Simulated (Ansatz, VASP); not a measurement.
# CdTe: VASP beside Ansatz, part 2 of 2

Aim: how closely do two programs agree when they are given the same cell, functional and k mesh? Of the first pair: The cell is taken from a series of VASP runs on this material, whose earlier steps may have relaxed, scaled or displaced it; both programs get it as it stands. Valence electrons are named where the data sets of a main pair hold unlike numbers.

VASP 6.6.1 and Ansatz 0.2.0.

So far. Step 4 (Differences): The walks stopped with 0.03 GPa left in Ansatz and -0.02 GPa in VASP; each walk ends within a tolerance, so the volume difference is uncertain by about these residues over the bulk modulus, most in soft cells.

### Step 5. VASP: single point, HSE06, volume scaled by 0.985

Level of this step: HSE06; plane waves and PAW (Te, Cd) (VASP).

With cell and atoms fixed, the geometry can't cause a difference; cores, projectors, grids and the points listed under the comparison can.

The run reads the wave functions of an earlier VASP run, which isn't shown here.

The input asks for a relaxation, which ended at its first step since no free force or stress exceeded the threshold; so it serves as a single point.

INCAR

```
SYSTEM = CdTe
PREC = Accurate
ENCUT = 450
EDIFF = 1E-06
NELM = 100
ISMEAR = 0
SIGMA = 0.03
LREAL = .FALSE.
ALGO = Normal
LHFCALC = .TRUE.
AEXX = 0.25
GGA = PE
HFSCREEN = 0.2
LASPH = .TRUE.
NBANDS = 15
PRECFOCK = Fast
LORBIT = 11
LWAVE = .FALSE.
LCHARG = .FALSE.
KPAR = 4
IBRION = 2
NSW = 30
ISIF = 4
EDIFFG = -0.01
```

POSCAR

```
CdTe
1.0
    0.0000000000      3.2671404738      3.2671404738
    3.2671404738      0.0000000000      3.2671404738
    3.2671404738      3.2671404738      0.0000000000
Te Cd
1 1
Direct
    0.7500000000      0.7500000000      0.7500000000
    0.0000000000      0.0000000000      0.0000000000
```

KPOINTS

```
Automatic mesh
0
Gamma
4 4 4
0 0 0
```

Potentials, in the order of the species: Te and Cd (PBE family, release 64).

The run is started by

```console
> mpirun -np 4 vasp_std
```

Numbers of over 12 decimals in the logs are rounded to 6 here.

Log:

```text
[banner, memory and clock lines left out]
running    4 mpi-ranks, on    1 nodes
[...]
LDA part: xc-table for (Slater+PW92), standard interpolation
 found WAVECAR, reading the header
 POSCAR, INCAR and KPOINTS ok, starting setup
[...]
reading WAVECAR
 the WAVECAR file was read successfully
 initial charge from wavefunction
 entering main loop
       N       E                     dE             d eps       ncg     rms          rms(c)
DAV:   1    -0.600830288108E+01   -0.60083E+01   -0.13492E+00   240   0.982E+00    0.955E+00
DAV:   2    -0.601225472721E+01   -0.39518E-02   -0.72248E-02   268   0.323E+00    0.628E+00
DAV:   3    -0.600996572216E+01    0.22890E-02   -0.72931E-03   282   0.101E+00    0.386E+00
DAV:   4    -0.600947306295E+01    0.49266E-03   -0.85100E-04   268   0.267E-01    0.232E+00
DAV:   5    -0.600937010768E+01    0.10296E-03   -0.17606E-04   268   0.953E-02    0.141E+00
DAV:   6    -0.600935356411E+01    0.16544E-04   -0.33818E-05   261   0.430E-02    0.850E-01
DAV:   7    -0.600935029860E+01    0.32655E-05   -0.43427E-06   253   0.172E-02    0.509E-01
DAV:   8    -0.600935067007E+01   -0.37147E-06   -0.15086E-06   245   0.100E-02
   1 F= -.60093507E+01 E0= -.60093507E+01  d E =-.600935E+01
[...]
reached required accuracy - stopping structural energy minimisation
```

Parts of OUTCAR (step 5):

```text
  Total        0.2608250      0.2608250      0.2608250     -0.0000000     -0.0000000     -0.0000000
  in kB        5.9913729      5.9913729      5.9913729     -0.0000000     -0.0000000     -0.0000000
  external PRESSURE =       5.9913729 kB  Pullay stress =       0.0000000 kB

 POSITION                                       TOTAL-FORCE (eV/Angst)
 -----------------------------------------------------------------------------------
      4.90071      4.90071      4.90071        -0.000000     -0.000000     -0.000000
      0.00000      0.00000      0.00000         0.000000      0.000000      0.000000
 -----------------------------------------------------------------------------------
    total drift:                               -0.000012     -0.000039      0.000010

  FREE ENERGIE OF THE ION-ELECTRON SYSTEM (eV)
  ---------------------------------------------------
  free  energy   TOTEN  =        -6.0093506701 eV

  energy  without entropy=       -6.0093506701  energy(sigma->0) =       -6.00935067

[... 1 part as in an earlier step ...]

[... 3 further parts left out ...]
[key lines of the parts left out:]
E-fermi :   1.8170
```

The k-mesh is coarse for exact exchange; levels may shift by about 0.1 eV on a finer one. The PAW data sets were made with PBE, which is usual practice but a small mismatch for other functionals.

### Step 6. Ansatz: single point, HSE06, volume scaled by 0.985

The same cell, functional, mesh and smearing now go to Ansatz, which takes its cutoff from its data sets.

The cell is a member of a volume series, scaled by 0.985 from a relaxed one, so a pressure remains.

input.yaml

```yaml
crystal:
  lattice:
    - [0.0, 3.26714047, 3.26714047]
    - [3.26714047, 0.0, 3.26714047]
    - [3.26714047, 3.26714047, 0.0]
  atoms:
    - { symbol: Te, position: [0.75, 0.75, 0.75] }
    - { symbol: Cd, position: [0.0, 0.0, 0.0] }
hamiltonian:
  xc: { exchange: pbe, correlation: pbe, exx: { coeff: 0.25, omega: 0.2 } }
  pseudopotentials: { kind: paw }
kpoints:
  mp_grid: { grid: [4, 4, 4] }
scf:
  occupations: { method: gaussian, width: 0.03 }
  n_extra_bands: 4
output:
  forces: true
  stress: true
  eigenvalues: true
```

The run is started by

```console
> ansatz run input.yaml --threads 4 --pin off --max-ram 9216MiB --backend cpu --events-out ev --progress --plain --runs-dir out
```

Log:

```text
[...]
P = ⅓ Tr σ = 0.7211 GPa (7.211 kbar)
--- Band table (eV; the first three rows and the last of 8) ---
  k-point 0: bands = [... 14 lower, -2.6957, 6.6345, 6.6345, 6.6345, 8.2191, 12.1335, 12.1335, 12.1335]
  k-point 1: bands = [... 14 lower, -2.6964, 3.8582, 6.2016, 6.2016, 9.4493, 12.6992, 12.6992, 12.8535]
  k-point 2: bands = [... 14 lower, -2.2561, 2.0462, 5.8438, 5.8438, 9.2780, 12.7136, 12.7136, 14.5690]
  k-point 7: bands = [... 14 lower, -2.0004, 2.3173, 4.2346, 4.4107, 11.8161, 12.0806, 13.1332, 13.7947]
[key lines of the parts left out:]
Free energy (F): -15243.595407 eV
Fermi energy:    7.427153 eV
```

Wall time 6.5 s (4 threads of Intel Xeon Platinum 8488C (Sapphire Rapids), shared host); peak memory 0.96 GiB; 22 s of CPU time.

The run ends at a pressure of 0.72 GPa.

### Step 7. Comparison

What differs besides the data sets and the points named for the pairs above, as far as they apply: exact exchange at q = 0 is treated differently, which shows on coarse meshes; VASP keeps PBE cores, Ansatz makes them for the functional; the data sets hold 36 valence electrons in Ansatz (on its default PAW (the set named soft_2) files) and 18 in VASP; VASP takes a coarser grid for exact exchange (PRECFOCK = Fast). Total energies have different zeros and are not compared.

Compared:

| quantity | Ansatz | VASP | difference |
| --- | --- | --- | --- |
| pressure (GPa) | 0.72 | 0.60 | +0.12 |
| pressure without Ansatz's Pulay correction (GPa) | 0.63 | 0.60 | +0.03 |
| gap on the k mesh (eV) | 1.585 | 1.500 | +0.085 |

A gap on the mesh is an upper bound, since the band edges may lie between its points. Ansatz's pressure holds a Pulay correction of 0.09 GPa; VASP's holds none.

### Step 8. What the set-up changes

Further runs change the set-up of one program: Ansatz's method, potentials or start, or VASP's data sets, cutoff or form of LDA. The table gives Ansatz less VASP for each quantity, since a change that brings one quantity closer may part another.

| run | pressure (GPa) | gap on the k mesh (eV) | pressure without Ansatz's Pulay correction (GPa) |
| --- | --- | --- | --- |
| as above | 0.12 | 0.085 | 0.031 |
| cores kept as stored | 0.12 | 0.085 | 0.026 |
| Ansatz's larger PAW set (cutoff 620 eV) | 0.13 | 0.078 |  |
| norm-conserving potentials (cutoff 1120 eV) | 0.56 | 0.12 | 0.51 |

### Step 9. What came out

```
difference in volume (relaxation of cell and atoms, PBE)                      : -0.16 %
difference in gap on the k mesh (single point, HSE06, volume scaled by 0.985) : 0.085 eV
```

In words: The difference in gap on the k mesh is 0.085 eV (single point, HSE06, volume scaled by 0.985), beyond the 0.08 eV picked in this series as the mark of a large difference. The data sets hold unlike numbers of valence electrons (36 in Ansatz and 18 in VASP), so part of the differences comes from the potentials. Single point, HSE06, volume scaled by 0.985, norm-conserving potentials (cutoff 1120 eV): the difference in pressure goes from 0.12 to 0.56 GPa; the difference in gap on the k mesh goes from 0.085 to 0.12 eV; the difference in pressure without Ansatz's Pulay correction goes from 0.031 to 0.51 GPa. Such differences can come from data sets, numerical settings and the points named under the comparisons, not from the functional's error against experiment.

[Lines on the potential files, build, host, timing and source positions are cut from VASP's logs without a mark.]

[Logs are printed without paths, hosts, clocks, repeated set-up lines and the standing remarks that a program may print on its own settings, such as how far it seeks lower states.]

[Hosts, paths, dates, database ids (printed as entryN), source tags and the programs' standing remarks are cut or masked in the printed files.]
